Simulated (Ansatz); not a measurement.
Level of theory: Ansatz 0.2.0, DFT PBE, scalar-relativistic, plane waves, PAW. All cells share a 420 eV cutoff and Γ-centred k meshes spaced at most about 0.3 Å⁻¹ (about 0.25 or finer for metals, 2π included). No spin polarisation.

These are static total energies at zero pressure.

Two relaxed structures of Be2Se:

A. Space group C2/m (No. 12), monoclinic, a = 9.704 Å, b = 3.567 Å, c = 5.911 Å, β = 118.6°. Around Be on its first site lie 3 Be at 2.20–2.31 Å and 3 Se at 2.26–2.33 Å; Be on its second site is surrounded by 5 Be at 2.20–2.31 Å and 2 Se at 2.35–2.41 Å; Se has 5 Be at 2.26–2.41 Å.

B. Space group P3m1 (No. 156), trigonal, a = 3.409 Å, c = 4.566 Å. Be on its first site has 2 Se at 2.26–2.30 Å and 3 Be at 2.37 Å; around Be on its second site lie 3 Se at 2.20 Å and 3 Be at 2.37 Å; Se has 5 Be at 2.20–2.30 Å.

Question: Which would you expect to be lower, and how large is the difference?

Answer: A is lower, by 253 meV/atom. A has space group C2/m (No. 12), 15.0 Å³/atom and no gap on its mesh; B has space group P3m1 (No. 156), 15.3 Å³/atom and no gap. Origin: A and B, each invented, then shaken at random and relaxed again.

Cells relaxed within their symmetry can be saddle points.
